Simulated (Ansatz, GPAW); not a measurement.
# BN in line between two Al chains: relaxation, then transmission at several levels

How well does BN in line between two Al chains conduct once its atoms have relaxed, and how much do cheaper levels lose?

Method: Ansatz plane waves; relaxation of the junction with the lead ends held; PAW set soft_1, in the first sound run; inputs show where later runs differ, in GPAW 26.7.0 and Ansatz 0.2.0.

### 1. Set-up

The cell holds 16 atoms: 14 Al, 1 B and 1 N. Cell: a = 9.000 Å, b = 9.000 Å, c = 36.148 Å, α = 90.0°, β = 90.0°, γ = 90.0°. Regions: left lead, 7 atoms (7 Al); channel, 2 atoms (1 B and 1 N); right lead, 7 atoms (7 Al). Vacuum lies along a and b. The structure is stacked along c, and the current runs across the ab planes.

### 2. Relaxing the atoms

Transmission follows bond lengths closely, so the atoms between the held lead ends are relaxed first, from a slightly shaken start that lets symmetry break.

input.yaml

```yaml
crystal:
  lattice:
    - [9.0, 0.0, 0.0]
    - [0.0, 9.0, 0.0]
    - [0.0, 0.0, 36.1476]
  atoms:
    - { symbol: Al, position: [0.5, 0.5, 0.0331972247] }
    - { symbol: Al, position: [0.5, 0.5, 0.0995916741] }
    - { symbol: Al, position: [0.5, 0.5, 0.1659861236] }
    - { symbol: Al, position: [0.5, 0.5, 0.232380573] }
    - { symbol: Al, position: [0.5, 0.5, 0.2987750224] }
    - { symbol: Al, position: [0.4980175877, 0.5021026116, 0.3660320636] }
    - { symbol: Al, position: [0.5034364058, 0.506059487, 0.4312442408] }
    - { symbol: B, position: [0.501813924, 0.4987792611, 0.4839478844] }
    - { symbol: "N", position: [0.4976538029, 0.5004538745, 0.5197812513] }
    - { symbol: Al, position: [0.4993617633, 0.5037341669, 0.5689095141] }
    - { symbol: Al, position: [0.5019078122, 0.5011504081, 0.6346850614] }
    - { symbol: Al, position: [0.5, 0.5, 0.7012249776] }
    - { symbol: Al, position: [0.5, 0.5, 0.767619427] }
    - { symbol: Al, position: [0.5, 0.5, 0.8340138764] }
    - { symbol: Al, position: [0.5, 0.5, 0.9004083259] }
    - { symbol: Al, position: [0.5, 0.5, 0.9668027753] }
kpoints:
  mp_grid: { grid: [1, 1, 2] }
hamiltonian:
  xc: pbe
  pseudopotentials: { kind: paw, azcp: { folder: soft_1 } }
scf:
  occupations: { method: fermi_dirac, width: 0.1 }
relax:
  f_tol: 0.03
  max_steps: 80
  constraints: [{ sites: [0, 1, 2, 3, 4, 11, 12, 13, 14, 15] }]
```

On the command line:

```console
ansatz run input.yaml --threads 4 --pin off --max-ram 8192MiB --backend cpu --events-out ev --progress --plain --runs-dir out
```

Numbers of over 12 decimals in the logs are rounded to 6 here.

Log:

```text
Engine: ansatz 0.2.0, x86_64-unknown-linux-gnu
Pseudopotentials: kind: paw
Pseudopotential: Al, paw, valence charge 3, recommended cutoff 420 eV (normal), soft_1/Al.paw.azcp
Pseudopotential: B, paw, valence charge 3, recommended cutoff 420 eV (normal), soft_1/B.paw.azcp
Pseudopotential: N, paw, valence charge 5, recommended cutoff 420 eV (normal), soft_1/N.paw.azcp
Functional definition: PBE
  parameter kappa = 0.804
  parameter beta = 0.066725
  exchange = pbe_x(kappa = kappa, mu = beta*pi^2/3)
  correlation = pbe_c(beta = beta)
Crystal: 16 atoms, lattice volume = 2927.956 Å³
Basis set: ecut = 420 eV, 57189 PW (Γ), exchange–correlation on 128×128×486 points (8 copies of the dense FFT grid, shifted against one another)
Bands: 41, of which v1, the nominal top of the filled ones, is band 25 counted from 1 (24 counted from 0)
Symmetry: 1 space group operations
Space group: P1 (ITA 1), of the structure as read, at distance tolerance 1.4e-4 Å
k-points: 2
Non-local potential: Al, projectors of the file, l = 0: 2, l = 1: 2, l = 2: 1
Non-local potential: B, projectors of the file, l = 0: 2, l = 1: 2, l = 2: 1
Non-local potential: N, projectors of the file, l = 0: 2, l = 1: 2, l = 2: 1
PAW form: soft (Blöchl's): semilocal exchange-correlation on the pseudo side does not see the compensation charge
PAW one-centre angular grid: Al, 110 points (default); XC on 64 Gauss nodes
PAW one-centre angular grid: B, 110 points (default); XC on 64 Gauss nodes
PAW one-centre angular grid: N, 110 points (default); XC on 64 Gauss nodes
Initial density: superposition of atomic densities (neutral atoms: chi_scale 0, normalization atom)
Initial wavefunctions: pseudopotential atomic-orbital guess
Functional: x = pbe(κ = 0.804, μ = 0.219515), c = pbe(β = 0.066725)
SCF iter   1: F=—  HF=-8045.686044 eV  |F-HF|=—  |Δ(HF+E_count)|=         —  Δρ=2.47e-2  dr2=4.90e1  ethr=3.10e-3  ⟨swp⟩=9.0  Hψ=464  notcnv=0
preconditioner: auto → LDOS  [metal: Δε(μ)=0.062 eV  Ē_g=3.446 eV  σ=0.100 eV  W_gap=0.15  n_scr=110 (ndim 8)  ℏωp=3.9 eV  f_vac=0.556  D(μ)=20.81/eV (n_scr^D=84)  β→1.0]
SCF iter   2: F=—  HF=-8039.240439 eV  |F-HF|=—  |Δ(HF+E_count)|=    6.45e0  Δρ=1.47e-2  dr2=8.59e0  ethr=3.10e-3  ⟨swp⟩=5.0  Hψ=279  notcnv=0
SCF iter   3: F=—  HF=-8038.621166 eV  |F-HF|=—  |Δ(HF+E_count)|=   6.19e-1  Δρ=5.33e-3  dr2=2.47e0  ethr=3.10e-3  ⟨swp⟩=3.5  Hψ=254  notcnv=0
SCF iter   4: F=—  HF=-8038.323526 eV  |F-HF|=—  |Δ(HF+E_count)|=   2.98e-1  Δρ=1.73e-3  dr2=4.48e-1  ethr=3.10e-3  ⟨swp⟩=2.0  Hψ=177  notcnv=0
SCF iter   5: F=—  HF=-8038.318518 eV  |F-HF|=—  |Δ(HF+E_count)|=   5.01e-3  Δρ=8.12e-4  dr2=7.87e-2  ethr=8.96e-4  ⟨swp⟩=2.0  Hψ=89  notcnv=0
SCF iter   6: F=—  HF=-8038.316455 eV  |F-HF|=—  |Δ(HF+E_count)|=   2.06e-3  Δρ=3.24e-4  dr2=1.87e-2  ethr=1.57e-4  ⟨swp⟩=2.0  Hψ=124  notcnv=0
SCF iter   7: F=—  HF=-8038.317087 eV  |F-HF|=—  |Δ(HF+E_count)|=   6.32e-4  Δρ=1.51e-4  dr2=1.41e-3  ethr=3.73e-5  ⟨swp⟩=2.0  Hψ=108  notcnv=0
SCF iter   8: F=—  HF=-8038.316945 eV  |F-HF|=—  |Δ(HF+E_count)|=   1.43e-4  Δρ=3.70e-5  dr2=1.43e-4  ethr=2.81e-6  ⟨swp⟩=2.5  Hψ=137  notcnv=0
SCF iter   9: F=—  HF=-8038.316960 eV  |F-HF|=—  |Δ(HF+E_count)|=   1.50e-5  Δρ=1.37e-5  dr2=3.52e-5  ethr=2.86e-7  ⟨swp⟩=2.0  Hψ=129  notcnv=0
SCF iter  10: F=-8038.316957 eV  HF=-8038.316960 eV  |F-HF|=2.42e-6  |Δ(HF+E_count)|=   2.30e-7  Δρ=6.46e-6  dr2=3.31e-6  ethr=4.50e-8  ⟨swp⟩=4.5  Hψ=226  notcnv=0
SCF 1 converged in 10 iterations: F = -8038.316957 eV  dr2 = 3.31e-6
  greatest PAW one-centre occupation: 0.812 electrons in one spin orbital (limit 2), on the N atom at site 8 (counted from 0), in its partial waves of l = 0
relax step   1: F+E_penalty+E_count = -8038.31695737 eV  Δ(F+E_penalty+E_count) = +0.000e0 eV  max|allowed force component| = 2.687e0 eV/Å  Δτ_max = 0.0000 Å  (10 SCF iters, dr2 threshold 2.25e-5 eV, accepted)
Initial density: handed on by an earlier stage of this run
Initial wavefunctions: those handed on with the density
iter 1 solved again at ethr=9.71e-4 eV; its pass at ethr=3.10e-3 eV (dr2=4.85e-1 eV) is discarded
SCF iter   1: F=—  HF=-8038.485787 eV  |F-HF|=—  |Δ(HF+E_count)|=         —  Δρ=1.99e-3  dr2=4.80e-1  ethr=9.71e-4  ⟨swp⟩=1.0  Hψ=300  notcnv=0
preconditioner: auto → LDOS  [metal: Δε(μ)=0.089 eV  Ē_g=4.295 eV  σ=0.100 eV  W_gap=0.22  n_scr=110 (ndim 8)  ℏωp=4.7 eV  f_vac=0.606  D(μ)=19.97/eV (n_scr^D=68)  β→1.0]
SCF iter   2: F=—  HF=-8038.461205 eV  |F-HF|=—  |Δ(HF+E_count)|=   2.46e-2  Δρ=1.62e-3  dr2=1.38e-1  ethr=9.60e-4  ⟨swp⟩=2.0  Hψ=162  notcnv=0
SCF iter   3: F=—  HF=-8038.443196 eV  |F-HF|=—  |Δ(HF+E_count)|=   1.80e-2  Δρ=2.71e-4  dr2=4.69e-3  ethr=2.76e-4  ⟨swp⟩=2.0  Hψ=110  notcnv=0
SCF iter   4: F=—  HF=-8038.443389 eV  |F-HF|=—  |Δ(HF+E_count)|=   1.93e-4  Δρ=7.39e-5  dr2=7.44e-4  ethr=9.38e-6  ⟨swp⟩=2.0  Hψ=126  notcnv=0
SCF iter   5: F=-8038.443381 eV  HF=-8038.443412 eV  |F-HF|=3.09e-5  |Δ(HF+E_count)|=   2.31e-5  Δρ=2.81e-5  dr2=7.18e-5  ethr=2.00e-7  ⟨swp⟩=4.0  Hψ=313  notcnv=0
SCF 2 converged in 5 iterations: F = -8038.443381 eV  dr2 = 7.18e-5
  greatest PAW one-centre occupation: 0.813 electrons in one spin orbital (limit 2), on the N atom at site 8 (counted from 0), in its partial waves of l = 0
relax step   2: F+E_penalty+E_count = -8038.44338097 eV  Δ(F+E_penalty+E_count) = -1.264e-1 eV  max|allowed force component| = 1.061e0 eV/Å  Δτ_max = 0.0490 Å  (5 SCF iters, dr2 threshold 1.00e-4 eV, accepted)
iter 1 solved again at ethr=2.84e-4 eV; its pass at ethr=3.10e-3 eV (dr2=1.42e-1 eV) is discarded
SCF iter   1: F=—  HF=-8038.492130 eV  |F-HF|=—  |Δ(HF+E_count)|=         —  Δρ=1.45e-3  dr2=1.41e-1  ethr=2.84e-4  ⟨swp⟩=1.0  Hψ=310  notcnv=0
preconditioner: auto → LDOS  [metal: Δε(μ)=0.093 eV  Ē_g=4.302 eV  σ=0.100 eV  W_gap=0.23  n_scr=110 (ndim 8)  ℏωp=4.7 eV  f_vac=0.606  D(μ)=20.28/eV (n_scr^D=84)  β→1.0]
SCF iter   2: F=—  HF=-8038.482979 eV  |F-HF|=—  |Δ(HF+E_count)|=   9.15e-3  Δρ=1.23e-3  dr2=6.09e-2  ethr=2.82e-4  ⟨swp⟩=2.0  Hψ=110  notcnv=0
SCF iter   3: F=—  HF=-8038.473816 eV  |F-HF|=—  |Δ(HF+E_count)|=   9.16e-3  Δρ=1.78e-4  dr2=1.58e-3  ethr=1.22e-4  ⟨swp⟩=2.0  Hψ=109  notcnv=0
SCF iter   4: F=—  HF=-8038.473739 eV  |F-HF|=—  |Δ(HF+E_count)|=   7.73e-5  Δρ=4.91e-5  dr2=2.99e-4  ethr=3.15e-6  ⟨swp⟩=2.0  Hψ=131  notcnv=0
SCF iter   5: F=-8038.473731 eV  HF=-8038.473748 eV  |F-HF|=1.74e-5  |Δ(HF+E_count)|=   9.48e-6  Δρ=1.86e-5  dr2=3.43e-5  ethr=1.41e-7  ⟨swp⟩=4.0  Hψ=303  notcnv=0
SCF 3 converged in 5 iterations: F = -8038.473731 eV  dr2 = 3.43e-5
  greatest PAW one-centre occupation: 0.815 electrons in one spin orbital (limit 2), on the N atom at site 8 (counted from 0), in its partial waves of l = 0
relax step   3: F+E_penalty+E_count = -8038.47373100 eV  Δ(F+E_penalty+E_count) = -3.035e-2 eV  max|allowed force component| = 5.560e-2 eV/Å  Δτ_max = 0.0371 Å  (5 SCF iters, dr2 threshold 7.03e-5 eV, accepted)
[... from here on, the SCF cycles and remarks between the steps are left out ...]
relax step   4: F+E_penalty+E_count = -8038.50891289 eV  Δ(F+E_penalty+E_count) = -3.518e-2 eV  max|allowed force component| = 1.437e-1 eV/Å  Δτ_max = 0.2000 Å  (8 SCF iters, accepted)
relax step   5: F+E_penalty+E_count = -8038.60121436 eV  Δ(F+E_penalty+E_count) = -9.230e-2 eV  max|allowed force component| = 2.743e-1 eV/Å  Δτ_max = 0.1937 Å  (7 SCF iters, dr2 threshold 1.29e-6 eV, accepted)
relax step   6: F+E_penalty+E_count = -8038.73536267 eV  Δ(F+E_penalty+E_count) = -1.341e-1 eV  max|allowed force component| = 3.163e-1 eV/Å  Δτ_max = 0.1971 Å  (5 SCF iters, dr2 threshold 7.53e-5 eV, accepted)
relax step   7: F+E_penalty+E_count = -8038.84768782 eV  Δ(F+E_penalty+E_count) = -1.123e-1 eV  max|allowed force component| = 3.156e-1 eV/Å  Δτ_max = 0.1941 Å  (5 SCF iters, dr2 threshold 1.00e-4 eV, accepted)
relax step   8: F+E_penalty+E_count = -8038.95419555 eV  Δ(F+E_penalty+E_count) = -1.065e-1 eV  max|allowed force component| = 1.852e-1 eV/Å  Δτ_max = 0.1947 Å  (5 SCF iters, dr2 threshold 9.92e-5 eV, accepted)
relax step   9: F+E_penalty+E_count = -8039.00052658 eV  Δ(F+E_penalty+E_count) = -4.633e-2 eV  max|allowed force component| = 6.845e-2 eV/Å  Δτ_max = 0.2000 Å  (7 SCF iters, dr2 threshold 1.18e-5 eV, accepted)
relax step  10: F+E_penalty+E_count = -8039.00624344 eV  Δ(F+E_penalty+E_count) = -5.717e-3 eV  max|allowed force component| = 4.105e-2 eV/Å  Δτ_max = 0.0828 Å  (8 SCF iters, accepted)
relax step  11: F+E_penalty+E_count = -8039.00674933 eV  Δ(F+E_penalty+E_count) = -5.059e-4 eV  max|allowed force component| = 5.882e-3 eV/Å  Δτ_max = 0.0371 Å  (7 SCF iters, accepted)
SCF iter   1: F=—  HF=-8039.011681 eV  |F-HF|=—  |Δ(HF+E_count)|=         —  Δρ=7.63e-4  dr2=1.54e-2  ethr=2.64e-4  ⟨swp⟩=2.5  Hψ=197  notcnv=0
preconditioner: auto → LDOS  [metal: Δε(μ)=0.026 eV  Ē_g=4.328 eV  σ=0.100 eV  W_gap=0.06  n_scr=110 (ndim 8)  ℏωp=4.8 eV  f_vac=0.601  D(μ)=19.22/eV (n_scr^D=68)  β→1.0]
SCF iter   2: F=—  HF=-8039.009314 eV  |F-HF|=—  |Δ(HF+E_count)|=   2.37e-3  Δρ=4.06e-4  dr2=6.90e-3  ethr=3.08e-5  ⟨swp⟩=2.0  Hψ=137  notcnv=0
SCF iter   3: F=—  HF=-8039.006941 eV  |F-HF|=—  |Δ(HF+E_count)|=   2.37e-3  Δρ=5.27e-5  dr2=9.74e-5  ethr=1.38e-5  ⟨swp⟩=2.0  Hψ=115  notcnv=0
SCF iter   4: F=—  HF=-8039.006899 eV  |F-HF|=—  |Δ(HF+E_count)|=   4.14e-5  Δρ=3.12e-5  dr2=3.76e-5  ethr=1.95e-7  ⟨swp⟩=2.0  Hψ=142  notcnv=0
SCF iter   5: F=—  HF=-8039.006896 eV  |F-HF|=—  |Δ(HF+E_count)|=   3.38e-6  Δρ=7.52e-6  dr2=2.15e-6  ethr=7.53e-8  ⟨swp⟩=2.0  Hψ=110  notcnv=0
SCF iter   6: F=—  HF=-8039.006897 eV  |F-HF|=—  |Δ(HF+E_count)|=   8.30e-7  Δρ=2.00e-6  dr2=2.55e-7  ethr=4.30e-9  ⟨swp⟩=2.0  Hψ=145  notcnv=0
SCF iter   7: F=-8039.006897 eV  HF=-8039.006897 eV  |F-HF|=1.36e-9  |Δ(HF+E_count)|=   2.14e-7  Δρ=6.19e-7  dr2=2.80e-8  ethr=2.00e-10  ⟨swp⟩=5.0  Hψ=277  notcnv=0
SCF 12 converged in 7 iterations: F = -8039.006897 eV  dr2 = 2.80e-8
relax step  12: F+E_penalty+E_count = -8039.00689687 eV  Δ(F+E_penalty+E_count) = -1.475e-4 eV  max|allowed force component| = 2.061e-2 eV/Å  Δτ_max = 0.0343 Å  (7 SCF iters, accepted)
SCF converged after 7 iterations
Free energy (F): -8039.006897 eV
Harris-Foulkes:  -8039.006897 eV  (|F-HF|=1.36e-9)
Internal energy: -8038.373612 eV  (E = F + TS)
E sigma→0 (E₀):  -8038.690255 eV
Entropy (-TS):   -0.633285 eV (-39.580 meV/atom)
Fermi energy:    -3.013568 eV
--- Per-component energies (eV) ---
  E_band       = -335.951469
  E_kinetic    = 433.872929
  E_local      = -2290.008498  (includes V_loc(G=0)·N_el)
  E_nonlocal   = 197.209735
  E_hartree    = 928.066708
  E_xc         = -574.418609
  E_vxc        = -459.661930  (∫ρ·V_xc dr)
  E_paw        = -6779.245311  (= ΣΔE_a)
  E_vpaw       = -73.497039  (= ΣTr[D̂ρ^β])
  E_aug_tail   = 0.000878  (compensation charges beyond the density's cutoff)
  E_ewald      = 46.148557
  E_smearing   = -0.633285  (= −TS)
  E_closure    = -0.000000  (closes the sum)
  Σ components = -8039.006897   (vs F -8039.006897, Δ=0.00e0)
--- Forces (eV/Å), atoms counted from 1 ---
  atom   1  Al    -0.01068012    -0.00101696    -0.01874819
  atom   2  Al    -0.00652519    -0.01449237    -0.01552213
  atom   3  Al     0.04937786     0.06582172    -0.01521247
  atom   4  Al    -0.09756328    -0.12487540    -0.31635052
  atom   5  Al     0.06648283     0.07295490     1.04627411
  atom   6  Al     0.00106144    -0.00048696    -0.00719401
  atom   7  Al     0.00117792     0.00169795     0.00460036
  atom   8  B     -0.00233006    -0.00209741     0.01588562
  atom   9  N      0.00322706     0.00184228    -0.02060788
  atom  10  Al     0.00129362    -0.00368606     0.00633342
  atom  11  Al    -0.00365908     0.00365017    -0.00039563
  atom  12  Al    -0.06415216     0.07188349    -1.16599933
  atom  13  Al     0.08769833    -0.11584758     0.38702157
  atom  14  Al    -0.03956737     0.05544985     0.02431996
  atom  15  Al     0.00294283    -0.01198573     0.04192031
  atom  16  Al     0.01124961     0.00120883     0.03359871
  max |Σ_I F_I| component: 7.61e-5 eV/Å
--- Relaxed structure (12 steps of the walk, 12 accepted, 0 SCFs on fresh bases) ---
  F+E_penalty+E_count = -8039.00689687 eV   max|allowed force component| = 2.061e-2 eV/Å
  atoms:
    - { symbol: Al, position: [0.5, 0.5, 0.0331972247] }
    - { symbol: Al, position: [0.5, 0.5, 0.0995916741] }
    - { symbol: Al, position: [0.5, 0.5, 0.165986] }
    - { symbol: Al, position: [0.5, 0.5, 0.232380573] }
    - { symbol: Al, position: [0.5, 0.5, 0.2987750224] }
    - { symbol: Al, position: [0.437339, 0.414953, 0.365017] }
    - { symbol: Al, position: [0.524055, 0.517548, 0.427794] }
    - { symbol: B, position: [0.501806, 0.483521, 0.486624] }
    - { symbol: N, position: [0.503976, 0.479923, 0.522272] }
    - { symbol: Al, position: [0.489655, 0.500806, 0.571390] }
    - { symbol: Al, position: [0.583973, 0.384977, 0.637311] }
    - { symbol: Al, position: [0.5, 0.5, 0.701225] }
    - { symbol: Al, position: [0.5, 0.5, 0.767619] }
    - { symbol: Al, position: [0.5, 0.5, 0.834014] }
    - { symbol: Al, position: [0.5, 0.5, 0.900408] }
    - { symbol: Al, position: [0.5, 0.5, 0.9668027753] }
```

Wall time 61 s (4 threads of Intel Xeon Platinum 8488C (Sapphire Rapids), shared host); peak memory 2.4 GiB.

Step by step:

| step | energy less that of the first step (eV) | largest force component (eV/Å) |
| --- | --- | --- |
| 1 | 0.0000 | 2.6870 |
| 2 | -0.1264 | 1.0608 |
| 3 | -0.1568 | 0.0556 |
| 4 | -0.1920 | 0.1437 |
| 5 | -0.2843 | 0.2743 |
| 6 | -0.4184 | 0.3163 |
| 7 | -0.5307 | 0.3156 |
| 8 | -0.6372 | 0.1852 |
| 9 | -0.6836 | 0.0684 |
| 10 | -0.6893 | 0.0411 |
| 11 | -0.6898 | 0.0059 |
| 12 | -0.6899 | 0.0206 |

The atoms that moved most (Å):

| atom | dx | dy | dz | length |
| --- | --- | --- | --- | --- |
| Al11 | 0.739 | -1.046 | 0.095 | 1.284 |
| Al6 | -0.546 | -0.784 | -0.037 | 0.956 |
| Al7 | 0.186 | 0.103 | -0.125 | 0.246 |
| N9 | 0.057 | -0.185 | 0.090 | 0.213 |
| B8 | 0.000 | -0.137 | 0.097 | 0.168 |
| Al10 | -0.087 | -0.026 | 0.090 | 0.128 |

The relaxed structure:

```cif
data_structure
_symmetry_space_group_name_H-M 'P 1'
_symmetry_Int_Tables_number 1
_cell_length_a 9.0000
_cell_length_b 9.0000
_cell_length_c 36.1476
_cell_angle_alpha 90.000
_cell_angle_beta 90.000
_cell_angle_gamma 90.000
_cell_volume 2927.96
loop_
_atom_site_label
_atom_site_type_symbol
_atom_site_fract_x
_atom_site_fract_y
_atom_site_fract_z
_atom_site_occupancy
Al1 Al 0.50000 0.50000 0.03320 1
Al2 Al 0.50000 0.50000 0.09959 1
Al3 Al 0.50000 0.50000 0.16599 1
Al4 Al 0.50000 0.50000 0.23238 1
Al5 Al 0.50000 0.50000 0.29878 1
Al6 Al 0.43734 0.41495 0.36502 1
Al7 Al 0.52406 0.51755 0.42779 1
B8 B 0.50181 0.48352 0.48662 1
N9 N 0.50398 0.47992 0.52227 1
Al10 Al 0.48965 0.50081 0.57139 1
Al11 Al 0.58397 0.38498 0.63731 1
Al12 Al 0.50000 0.50000 0.70122 1
Al13 Al 0.50000 0.50000 0.76762 1
Al14 Al 0.50000 0.50000 0.83401 1
Al15 Al 0.50000 0.50000 0.90041 1
Al16 Al 0.50000 0.50000 0.96680 1
```

This step gave:

```
free energy         : -8039.0069 eV
smearing term TS    : 0.6333 eV
symmetry operations : 1
```

The relaxation lowered the energy of the cell by 0.690 eV.

(Part 1 of 4 ends here.)

[Logs are printed without paths, hosts, clocks, repeated set-up lines and the standing remarks that a program may print on its own settings, such as how far it seeks lower states.]

[Hosts, paths, dates, database ids (printed as entryN), source tags and the programs' standing remarks are cut or masked in the printed files.]
